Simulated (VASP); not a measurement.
A run of VASP 6.6.1 is set up as follows.

POSCAR

```
KI
1.0
    0.0000000000      3.5327750000      3.5327750000
    3.5327750000      0.0000000000      3.5327750000
    3.5327750000      3.5327750000      0.0000000000
I K
1 1
Direct
    0.5000000000      0.5000000000      0.5000000000
    0.0000000000      0.0000000000      0.0000000000
```

INCAR.step1

```
PREC = Accurate
ENCUT = 520
EDIFF = 1E-5
ISMEAR = 0
SIGMA = 0.01
LREAL = F
LASPH = T
NELM = 80
ALGO = Normal
ISIF = 2
LWAVE = T
LCHARG = F
NBANDS = 15
GGA = PE
```

File INCAR.step2:

```
PREC = Accurate
ENCUT = 520
EDIFF = 1E-7
ISMEAR = 0
SIGMA = 0.01
LREAL = F
LASPH = T
NELM = 80
ALGO = Normal
ISIF = 2
LWAVE = F
LCHARG = F
GGA = PE
LHFCALC = T
AEXX = 0.25
PRECFOCK = Normal
NBANDS = 15
ISTART = 1
```

File KPOINTS:

```
Automatic mesh
0
Gamma
  4 4 4
```

Potentials or basis: VASP PAW PBE potentials, release 64 (I, K_sv).

Command:

```sh
$ cat potpaw_PBE.64/I/POTCAR potpaw_PBE.64/K_sv/POTCAR > POTCAR
$ cp INCAR.step1 INCAR
$ mpirun -np 1 vasp_std > vasp.out
$ cp INCAR.step2 INCAR
$ mpirun -np 1 vasp_std > vasp.out
```

Q: Estimate the pressure.

A: 0.4 GPa.

Q: What does it give for the band gap on the k mesh?

A: 5.66 eV.

Caveat: the PAW data sets were made with another functional, which shifts forces and pressure a little; spin-orbit coupling is left out, which moves the levels of the heavy elements.

**The experiment to reproduce.**

A printed reference work, monograph reports, for a bulk crystal of KI: band gap 6.32 eV.

A measured gap of KI is 6.32 eV (a printed reference work, monograph); the calculated 5.66 eV misses it by -0.66 eV. Spin-orbit coupling on I is left out. The value is that of PBE0, without temperature or zero-point motion.
